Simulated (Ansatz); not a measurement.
FeO (Wuestite):

```xyz
2
Lattice="0.0000 2.1554 2.1554 2.1554 0.0000 2.1554 2.1554 2.1554 0.0000" Properties=species:S:1:pos:R:3 pbc="T T T"
Fe    0.0000    0.0000    0.0000
O     2.1554    2.1554    2.1554
```

Program: Ansatz 0.2.0. Alike in all runs: task band structure; potentials or basis all-electron LAPW, scalar-relativistic; spin collinear, ferromagnetic start; cell as given; k mesh 11 × 11 × 11; cutoff (eV) 349; smearing fermi-dirac 0.05 eV; basis error allowed 0.001 eV/atom.

Question: Order these runs on this cell by their pressure, lowest first.
A. level PBE
B. level PBEsol
C. level LDA

Answer: C (-15.6 GPa), B (-8.6 GPa), A (-0.3 GPa).

Caveats: a cell with one magnetic atom can't hold antiferromagnetic order, which such compounds often take.
